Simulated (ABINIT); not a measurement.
## Si: single point with LDA

The system is Si.

```
Si
1.0
     4.15423   -0.00667   -0.06197
    -2.08289    3.53457    0.02966
    -0.03992   -0.00098    2.66218
Si
2
Direct
  0.33333 0.66667 0.50000
  0.66667 0.33333 0.50000
```

The cell isn't the ideal one: cell strained at random.

| Item | Value |
| --- | --- |
| Program | ABINIT 10.8.3 (patched build) |
| Task | single point |
| Functional | LDA |
| Potentials or basis | PseudoDojo NC SR LDA v0.4.1 standard |
| Cutoff | 435 eV |
| k mesh | 6 × 6 × 8 |
| Occupations | fermi-dirac, width 0.05 eV |
| Spin | no spin polarisation |

The pressure is -3.4 GPa. The largest force is 0.181 eV/Å, the band gap on the k mesh is none (metal or under the smearing width) and the valence electrons inside the program's atomic spheres are Si 1.72 (radii [1.0584] Å).

Forces on the atoms (eV/Å):
```
Si   0.029 -0.179  0.000
Si  -0.029  0.179  0.000
```

Stress tensor (GPa, compression positive):
```
-5.77  0.18  0.45
 0.18 -3.42  0.00
 0.45  0.00 -0.94
```

Levels at points of the mesh, in eV from the Fermi level:
```csv
k point,band 1,band 2,band 3,band 4,band 5,band 6,band 7,band 8
"(0.00, 0.00, 0.00)",-12.43,-2.98,-2.95,-2.88,1.02,1.23,5.33,6.05
"(0.50, 0.00, 0.00)",-10.62,-8.89,-4.13,-1.44,5.96,6.67,7.12,7.46
"(0.00, 0.50, 0.00)",-10.51,-8.97,-4.23,-1.58,6.14,6.84,7.09,7.56
"(0.50, 0.50, 0.00)",-10.65,-8.88,-4.10,-1.40,5.93,6.71,7.07,7.44
"(0.00, 0.00, 0.50)",-8.60,-6.00,-0.38,-0.33,1.15,2.77,3.98,4.22
"(0.50, 0.00, 0.50)",-6.79,-5.18,-4.34,-2.69,-1.33,2.68,3.86,4.88
"(0.00, 0.50, 0.50)",-6.66,-5.25,-4.28,-2.77,-1.42,2.45,3.81,4.78
"(0.50, 0.50, 0.50)",-6.82,-5.16,-4.36,-2.67,-1.32,2.71,3.90,4.91
```

Run time: 21 s on 1 thread of Arm Neoverse V1, on a shared host, peak memory 0.07 GiB.
